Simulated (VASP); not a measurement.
A run of VASP 6.6.1:

Contents of INCAR:

```
PREC = Accurate ; ENCUT = 600
EDIFF = 1E-7 ; ISMEAR = 0
SIGMA = 0.03 ; LREAL = F
LASPH = T ; NELM = 80
ALGO = Normal ; ISIF = 3
LWAVE = F ; LCHARG = F
GGA = PE ; IBRION = 2
NSW = 90 ; EDIFFG = -0.005
```

KPOINTS

```
Automatic mesh
0
Gamma
  12 12 12
```

POSCAR

```
LiF                                     
1.0
   -0.0000000000      2.0254491992      2.0254491992
    2.0254491992      0.0000000000      2.0254491992
    2.0254491992      2.0254491992     -0.0000000000
  Li              F             
     1     1
Direct
     0.0000000000000000    0.0000000000000000    0.0000000000000000
     0.5000000000000000    0.5000000000000000    0.5000000000000000
```

Potentials or basis: VASP PAW PBE potentials, release 64 (Li_sv, F).

The run is started by

```console
$ cat potpaw_PBE.64/Li_sv/POTCAR potpaw_PBE.64/F/POTCAR > POTCAR
$ mpirun -np 1 vasp_std > vasp.out
```

Hardware: 1 thread of Intel(R) Xeon(R) Platinum 8559C (Emerald Rapids) (shared host).

Problem. Estimate the wall time of this run.

Solution. It took 5.3 s on 1 thread of Intel(R) Xeon(R) Platinum 8559C (Emerald Rapids) (shared host), peak memory 0.13 GiB. Counts: scf iterations 12, k points 72, ion steps 1.
